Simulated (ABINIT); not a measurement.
# How the form of the self-energy moves the gap of KF (Carobbiite), part 2 of 2

Wanted: the gap of KF (Carobbiite) under several approximations, with cost.

ABINIT 10.8.3; PBE and many-body steps on it, plane waves. Known limits of the many-body steps: not at the basis limit.

So far. Step 6 (G0W0, von der Linden-Horsch plasmon pole): Against G0W0 in ABINIT (6×6×6 mesh, 167 bands, screening to 228.6 eV, Godby-Needs plasmon pole), the gap moves by +0.434 eV. Step 7 (G0W0, Engel-Farid plasmon pole): Against G0W0 in ABINIT (6×6×6 mesh, 167 bands, screening to 228.6 eV, Godby-Needs plasmon pole), the gap moves by +0.163 eV.

**8. One-shot Hartree-Fock**

This step: one-shot Hartree-Fock on PBE, plane waves, norm-conserving pseudopotentials.

File run.abi:

```
acell 3*1.0 Angstrom
rprim 
  -0.000000000000 2.671850000000 2.671850000000
  2.671850000000 -0.000000000000 2.671850000000
  2.671850000000 2.671850000000 0.000000000000
ntypat 2
znucl 19 9
natom 2
typat 1 2
xred 
  0.000000000000 0.000000000000 0.000000000000
  0.500000000000 0.500000000000 0.500000000000
pp_dirpath "pseudos"
pseudos "K.upf, F.upf"
ecut 36
ngkpt 6 6 6
nshiftk 1
shiftk 0 0 0
kptopt 1
chksymbreak 0
istwfk *1
occopt 1
irdwfk 1
optdriver 4
nband 12
gwcalctyp 5
ecutsigx 36
symsigma 1
nkptgw 1
kptgw 
  0.0000000000 0.0000000000 0.0000000000
bdgw 
  6 12
ixc_sigma 40
fftgw 31
indata_prefix "in"
outdata_prefix "out"
tmpdata_prefix "tmp"
```

On the command line:

```bash
> OMP_NUM_THREADS=1 mpirun -n 4 abinit run.abi > log
```

The log of the run:

```text
.Version 10.8.3 of ABINIT. v10.8.2 released Aug 2026.

 Symmetries : space group Fm -3 m (#225); Bravais cF (face-center cubic)
[... echo of the input left out ...]
== DATASET  1 ==================================================================
-   mpi_nproc: 4, omp_nthreads: 1 (-1 if OMP is not activated)

--- !DatasetInfo
iteration_state: {dtset: 1, }
dimensions: {natom: 2, nkpt: 16, mband: 12, nsppol: 1, nspinor: 1, nspden: 1, mpw: 2685, }
cutoff_energies: {ecut:  36.0, pawecutdg:  -1.0, }
[...]
10  10.825 -10.841  -4.975   0.000   1.000   0.000  -4.975   5.866  16.690
       11  10.825 -10.841  -4.975   0.000   1.000   0.000  -4.975   5.866  16.690
       12  10.825 -10.841  -4.975   0.000   1.000   0.000  -4.975   5.866  16.690

== END DATASET(S) ==============================================================
================================================================================

 -outvars: echo values of variables after computation  --------
           etotal      0.0000000000E+00
            nband          12
             nkpt          16
          spgroup         225
 [... the other variables as echoed above ...]

 Calculation completed.
```

The job ended after 2.2 s (4 MPI ranks of Arm Neoverse V2, shared host; peak memory 0.19 GiB).

Numbers from this step:

| Quantity | Value |
| --- | --- |
| quasiparticle gap on the points computed | 17.81 eV |
| starting gap on the mesh | 6.199 eV |
| k of the valence top | 0, 0, 0 |
| k of the conduction bottom | 0, 0, 0 |
| least direct quasiparticle gap on the computed points | 17.81 eV |

Against G0W0 in ABINIT (6×6×6 mesh, 167 bands, screening to 228.6 eV, Godby-Needs plasmon pole), the gap moves by +8.181 eV.

**9. Screening, 6×6×6 mesh, 167 bands, screening to 228.6 eV**

This step: RPA screening on PBE, plane waves, norm-conserving pseudopotentials.

Changes to run.abi since step 8:

```diff
@@ -23,14 +23,14 @@
 irdwfk 1
-optdriver 4
-nband 12
-gwcalctyp 5
-ecutsigx 36
-symsigma 1
-nkptgw 1
-kptgw 
-  0.0000000000 0.0000000000 0.0000000000
-bdgw 
-  6 12
-ixc_sigma 40
-fftgw 31
+optdriver 3
+nband 167
+ecuteps 8.4
+inclvkb 2
+awtr 1
+symchi 1
+gwcalctyp 2
+nfreqre 16
+freqremax 40 eV
+nfreqim 8
+spmeth 1
+nomegasf 120
 indata_prefix "in"
```

The log of the run:

```text
.Version 10.8.3 of ABINIT. v10.8.2 released Aug 2026.

 Symmetries : space group Fm -3 m (#225); Bravais cF (face-center cubic)
[... echo of the input left out ...]
== DATASET  1 ==================================================================
-   mpi_nproc: 4, omp_nthreads: 1 (-1 if OMP is not activated)

--- !DatasetInfo
iteration_state: {dtset: 1, }
dimensions: {natom: 2, nkpt: 16, mband: 167, nsppol: 1, nspinor: 1, nspden: 1, mpw: 2685, }
cutoff_energies: {ecut:  36.0, pawecutdg:  -1.0, }
electrons: {nelect:   1.60000000E+01, charge:   0.00000000E+00, occopt:   1.00000000E+00, tsmear:   1.00000000E-02, }

 SCREENING: Calculation of the susceptibility and dielectric matrices

 Based on a program developped by R.W. Godby, V. Olevano, G. Onida, and L. Reining.
 Incorporated in ABINIT by V. Olevano, G.-M. Rignanese, and M. Torrent.
.Using double precision arithmetic ; gwpc =  8

[... cell and pseudopotentials left out ...]
--------------------------------------------------------------------------------

 ==== K-mesh for the wavefunctions ====
 Number of points in the irreducible wedge :    16
[... list of points left out ...]
 Together with 48 symmetry operations and time-reversal symmetry
 yields   216 points in the full Brillouin Zone.

 ==== Q-mesh for the screening function ====
 Number of points in the irreducible wedge :    16
[... list of points left out ...]
 Together with 48 symmetry operations and time-reversal symmetry
 yields   216 points in the full Brillouin Zone.

 setmesh: FFT mesh size selected  =    30x   30x   30
          total number of points  =        27000

 vcoul_init : cutoff-mode = AUXILIARY_FUNCTION
 q-points for optical limit:   1
     1)      0.000010    0.000020    0.000030

- screening: taking advantage of time-reversal symmetry
- Maximum band index for partially occupied states nbvw = 8
- Remaining bands to be divided among processors   nbcw = 159
- Number of bands treated by each node ~39

 Number of electrons calculated from density =   16.0000; Expected =   16.0000
 average of density, n =  0.062152
 r_s =    1.5661
 omega_plasma =   24.0483 [eV]

 calculating chi0 at frequencies [eV] :
  1    0.000000E+00    0.000000E+00
  2    2.666667E+00    0.000000E+00
  3    5.333333E+00    0.000000E+00
[...]
23    0.000000E+00    6.124681E+01
 24    0.000000E+00    8.623617E+01

--------------------------------------------------------------------------------
  q-point number  1        q = ( 0.000000, 0.000000, 0.000000) [r.l.u.]
--------------------------------------------------------------------------------
[... chi0 elements left out ...]
  [... further frequencies ...]

 No. of calculated frequencies >  15, stop printing
 For q-point:  0.000010 0.000020 0.000030
  dielectric constant =   1.8981
  dielectric constant without local fields =   2.1106

  Average fulfillment of the sum rule on Im[epsilon] for q-point    1 :     77.39  [%]
[... wings left out ...]
  q-point number  2        q = ( 0.166667, 0.000000, 0.000000) [r.l.u.]
--------------------------------------------------------------------------------
[... chi0 elements left out ...]
  [... further frequencies ...]

 No. of calculated frequencies >  15, stop printing
  Average fulfillment of the sum rule on Im[epsilon] for q-point    2 :     85.16  [%]

 [... 14 further q-points ...]
```

Run time: 7.4 min. Hardware: 4 MPI ranks; peak memory 2.3 GiB.

This step gave:

```yaml
eps_infinity_with_local_fields_on_this_mesh_along_the_program_s_q_direction: 1.898
the_same_without_local_fields: 2.111
plasma_frequency: 24.05 eV
plane_waves_in_the_screening_matrix: 307
```

**10. G0W0, contour deformation**

This step: G0W0 on PBE, plane waves, norm-conserving pseudopotentials.

Changes to run.abi since step 9:

```diff
@@ -23,14 +23,14 @@
 irdwfk 1
-optdriver 3
+optdriver 4
 nband 167
+gwcalctyp 2
+ecutsigx 36
+symsigma 1
+nkptgw 1
+kptgw 
+  0.0000000000 0.0000000000 0.0000000000
+bdgw 
+  6 12
 ecuteps 8.4
-inclvkb 2
-awtr 1
-symchi 1
-gwcalctyp 2
-nfreqre 16
-freqremax 40 eV
-nfreqim 8
-spmeth 1
-nomegasf 120
+irdscr 1
 indata_prefix "in"
```

The log of the run:

```text
.Version 10.8.3 of ABINIT. v10.8.2 released Aug 2026.

 Symmetries : space group Fm -3 m (#225); Bravais cF (face-center cubic)
[... echo of the input left out ...]
== DATASET  1 ==================================================================
-   mpi_nproc: 4, omp_nthreads: 1 (-1 if OMP is not activated)

--- !DatasetInfo
iteration_state: {dtset: 1, }
dimensions: {natom: 2, nkpt: 16, mband: 167, nsppol: 1, nspinor: 1, nspden: 1, mpw: 2685, }
cutoff_energies: {ecut:  36.0, pawecutdg:  -1.0, }
[...]
7   0.131 -21.899 -29.568   4.629   0.780  -0.281 -24.271  -2.373  -2.242
[...]
12  10.825 -10.841  -4.975  -3.182   0.879  -0.138  -8.483   2.358  13.182
       12   0.000   0.000   0.000  -0.002   0.000   0.000  -0.001  -0.001  -0.001

== END DATASET(S) ==============================================================
================================================================================

 -outvars: echo values of variables after computation  --------
           etotal      0.0000000000E+00
            nband         167
             nkpt          16
          spgroup         225
 [... the other variables as echoed above ...]

 Calculation completed.
```

Run time: 13 s. Hardware: 4 MPI ranks; peak memory 2.6 GiB; 53 s of CPU time.

Numbers from this step:

```yaml
g0w0_gap_on_the_points_computed: 9.569 eV
starting_gap_on_the_mesh: 6.199 eV
k_of_the_valence_top: 0, 0, 0
k_of_the_conduction_bottom: 0, 0, 0
least_direct_g0w0_gap_on_the_computed_points: 9.569 eV
```

Against G0W0 in ABINIT (6×6×6 mesh, 167 bands, screening to 228.6 eV, Godby-Needs plasmon pole), the gap moves by −0.061 eV.

**11. Screening, 6×6×6 mesh, 167 bands, screening to 228.6 eV**

This step: RPA screening on PBE, plane waves, norm-conserving pseudopotentials.

Changes to run.abi since step 10:

```diff
@@ -23,14 +23,11 @@
 irdwfk 1
-optdriver 4
+optdriver 3
 nband 167
-gwcalctyp 2
-ecutsigx 36
-symsigma 1
-nkptgw 1
-kptgw 
-  0.0000000000 0.0000000000 0.0000000000
-bdgw 
-  6 12
 ecuteps 8.4
-irdscr 1
+inclvkb 2
+awtr 1
+symchi 1
+gwcalctyp 1
+nfreqre 0
+nfreqim 16
 indata_prefix "in"
```

The log of the run:

```text
.Version 10.8.3 of ABINIT. v10.8.2 released Aug 2026.

 Symmetries : space group Fm -3 m (#225); Bravais cF (face-center cubic)
[... echo of the input left out ...]
== DATASET  1 ==================================================================
-   mpi_nproc: 4, omp_nthreads: 1 (-1 if OMP is not activated)

--- !DatasetInfo
iteration_state: {dtset: 1, }
dimensions: {natom: 2, nkpt: 16, mband: 167, nsppol: 1, nspinor: 1, nspden: 1, mpw: 2685, }
cutoff_energies: {ecut:  36.0, pawecutdg:  -1.0, }
[...]
No. of calculated frequencies >  15, stop printing
 For q-point:  0.000010 0.000020 0.000030
  dielectric constant =   1.8939
  dielectric constant without local fields =   2.1057

  Average fulfillment of the sum rule on Im[epsilon] for q-point    1 :     77.39  [%]
[... wings left out ...]
  q-point number  2        q = ( 0.166667, 0.000000, 0.000000) [r.l.u.]
--------------------------------------------------------------------------------
[... chi0 elements left out ...]
  [... further frequencies ...]

 No. of calculated frequencies >  15, stop printing
  Average fulfillment of the sum rule on Im[epsilon] for q-point    2 :     85.16  [%]

 [... 14 further q-points ...]
```

It took 14 min on 4 MPI ranks; peak memory 1.9 GiB.

Numbers from this step:

| Property | Result |
| --- | --- |
| ε∞ with local fields, on this mesh, along the program's q direction | 1.894 |
| the same without local fields | 2.106 |
| plasma frequency | 24.05 eV |
| plane waves in the screening matrix | 307 |

**12. G0W0, analytic continuation**

This step: G0W0 on PBE, plane waves, norm-conserving pseudopotentials.

Changes to run.abi since step 11:

```diff
@@ -23,11 +23,16 @@
 irdwfk 1
-optdriver 3
+optdriver 4
 nband 167
+gwcalctyp 1
+ecutsigx 36
+symsigma 1
+nkptgw 1
+kptgw 
+  0.0000000000 0.0000000000 0.0000000000
+bdgw 
+  6 12
 ecuteps 8.4
-inclvkb 2
-awtr 1
-symchi 1
-gwcalctyp 1
-nfreqre 0
-nfreqim 16
+irdscr 1
+nomegasi 12
+omegasimax 25 eV
 indata_prefix "in"
```

The log of the run:

```text
.Version 10.8.3 of ABINIT. v10.8.2 released Aug 2026.

 Symmetries : space group Fm -3 m (#225); Bravais cF (face-center cubic)
[... echo of the input left out ...]
== DATASET  1 ==================================================================
-   mpi_nproc: 4, omp_nthreads: 1 (-1 if OMP is not activated)

--- !DatasetInfo
iteration_state: {dtset: 1, }
dimensions: {natom: 2, nkpt: 16, mband: 167, nsppol: 1, nspinor: 1, nspden: 1, mpw: 2685, }
cutoff_energies: {ecut:  36.0, pawecutdg:  -1.0, }
[...]
7  -3.100 -21.899 -29.568   4.540   0.775  -0.290 -24.236  -2.337  -5.437
[...]
12   7.594 -10.841  -4.975  -3.204   0.887  -0.128  -8.504   2.337   9.931
       12   0.000   0.000   0.000  -0.011  -0.003  -0.004  -0.020  -0.020  -0.020

== END DATASET(S) ==============================================================
================================================================================

 -outvars: echo values of variables after computation  --------
           etotal      0.0000000000E+00
            nband         167
             nkpt          16
          spgroup         225
 [... the other variables as echoed above ...]

 Calculation completed.
```

It took 13 s on 4 MPI ranks; peak memory 2.4 GiB; 51 s of CPU time.

Numbers from this step:

```
G0W0 gap on the points computed              : 9.512 eV
starting gap on the mesh                     : 6.199 eV
k of the valence top                         : 0, 0, 0
k of the conduction bottom                   : 0, 0, 0
least direct G0W0 gap on the computed points : 9.512 eV
```

Against G0W0 in ABINIT (6×6×6 mesh, 167 bands, screening to 228.6 eV, Godby-Needs plasmon pole), the gap moves by −0.118 eV.

**13. Side by side**

Times are wall times on 4 MPI ranks of Arm Neoverse V2, shared host, good to a factor of about two. A run's time includes the screening step that it read.

```tsv
run	mesh	bands	screening cutoff (eV)	DFT gap (eV)	gap on the mesh (eV)	direct (eV)	ε∞ used	time
G0W0, Godby-Needs plasmon pole	6×6×6	167	228.6	6.199	9.630	9.630	1.89	3.7 min
G0W0, Hybertsen-Louie plasmon pole	6×6×6	167	228.6	6.199	10.421	10.421	1.89	3.7 min
G0W0, von der Linden-Horsch plasmon pole	6×6×6	167	228.6	6.199	10.064	10.064	1.89	3.5 min
G0W0, Engel-Farid plasmon pole	6×6×6	167	228.6	6.199	9.793	9.793	1.89	3.5 min
one-shot Hartree-Fock	6×6×6	-	-	6.199	17.811	17.811	-	2.2 s
G0W0, contour deformation	6×6×6	167	228.6	6.199	9.569	9.569	1.90	7.6 min
G0W0, analytic continuation	6×6×6	167	228.6	6.199	9.512	9.512	1.89	14 min
```

**14. Outcome**

- G0W0, Godby-Needs plasmon pole: 9.630 eV
- G0W0, Hybertsen-Louie plasmon pole: 10.421 eV
- G0W0, von der Linden-Horsch plasmon pole: 10.064 eV
- G0W0, Engel-Farid plasmon pole: 9.793 eV
- one-shot Hartree-Fock: 17.811 eV
- G0W0, contour deformation: 9.569 eV
- G0W0, analytic continuation: 9.512 eV
- known limits: not at the basis limit

**Reading.** G0W0, Hybertsen-Louie plasmon pole: +0.791 eV against G0W0, Godby-Needs plasmon pole. G0W0, von der Linden-Horsch plasmon pole: +0.434 eV against G0W0, Godby-Needs plasmon pole. G0W0, Engel-Farid plasmon pole: +0.163 eV against G0W0, Godby-Needs plasmon pole. One-shot Hartree-Fock: +8.181 eV against G0W0, Godby-Needs plasmon pole. G0W0, contour deformation: −0.061 eV against G0W0, Godby-Needs plasmon pole. G0W0, analytic continuation: −0.118 eV against G0W0, Godby-Needs plasmon pole. Bare exchange alone opens the gap to 17.81 eV; against G0W0, correlation takes back 8.18 eV. Bands and cutoff are finite, so the gap is not at the basis limit. The miss can reach some tenths of an eV and take either sign; the mesh is an error of its own. In the G0W0 runs levels were corrected at 1 k point alone, so a gap called «on the mesh» is the least over those, and an edge elsewhere would be missed.

[Paths, hosts, dates, memory and timing lines, banners, echoed tables and standing remarks are left out of the program output.]

[Logs are printed without paths, hosts, clocks, repeated set-up lines and the standing remarks that a program may print on its own settings, such as how far it seeks lower states.]

[Runs of the session that timed out or met a known fault of the program may be left out.]

[Hosts, paths, dates, database ids (printed as entryN), source tags and the programs' standing remarks are cut or masked in the printed files.]

[G0W0 gaps are taken among the corrected bands and points alone; a level outside them can change the order at an edge.]

[Where Ansatz stands beside ABINIT at settings called matched, ABINIT's density can come from a denser mesh and the files from another edition; pairs whose starting gaps differed by over 0.03 eV were left out, so agreement reads better than it is.]
